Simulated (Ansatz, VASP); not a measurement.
# Pb: VASP beside Ansatz

The input INCAR:

```
  ALGO = Normal
  EDIFF = 1E-6
  ENCUT = 520
  GGA = CA
  ISIF = 2
  ISMEAR = -1
  LASPH = T
  LCHARG = T
  LELF = T
  LREAL = F
  LVHAR = T
  LWAVE = F
  NBANDS = 13
  NELM = 80
  PREC = Accurate
  SIGMA = 0.1
```

File KPOINTS:

```
k-points
0
Gamma
  11 11 11
```

The input POSCAR:

```
Pb
1.0
    3.1452283548      0.0000000000      0.0000000000
    0.0000000000      3.1452283548      0.0000000000
    0.0000000000      0.0000000000      3.1452283548
Pb
1
Direct
    0.0000000000      0.0000000000      0.0000000000
```

Input for Ansatz:

```yaml
crystal:
  lattice:
    - [3.1452283548, 0.0, 0.0]
    - [0.0, 3.1452283548, 0.0]
    - [0.0, 0.0, 3.1452283548]
  atoms:
    - { symbol: Pb, position: [0.0, 0.0, 0.0] }
hamiltonian:
  xc: lda
  pseudopotentials:
    kind: paw
    azcp:
      Pb: "pseudopotentials/Pb.paw.azcp"
basis:
  ecutwfc: 420
  fft_grid_basis: typed
kpoints:
  mp_grid: { grid: [11, 11, 11], shift: [0, 0, 0] }
magnetization:
  spin_polarized: false
scf:
  occupations: { method: fermi_dirac, width: 0.1 }
  lower_state_search: "off"
output:
  stress: true
  write_density: true
  write_potential: true
  elf: true
  volumetric_format: npy
```

Alike in both runs: task single point; functional LDA; k mesh 11 × 11 × 11; occupations fermi-dirac, width 0.1 eV; no spin polarisation.

```csv
,VASP,Ansatz
version,VASP 6.6.1,Ansatz 0.2.0
potentials or method,"VASP PAW LDA potentials, release 64 (Pb_d)","plane waves (420 eV) with PAW, scalar-relativistic"
plane-wave cutoff (eV),520,420
valence electrons in the cell,14,14
```

VASP gave:

- pressure (GPa): 0.3

Q: Estimate Ansatz's values.

A: Pressure (GPa): 0.2.

Ansatz warned: «pseudo_functional_mismatch».

The runs have no spin-orbit coupling, so splittings on Pb are missing.
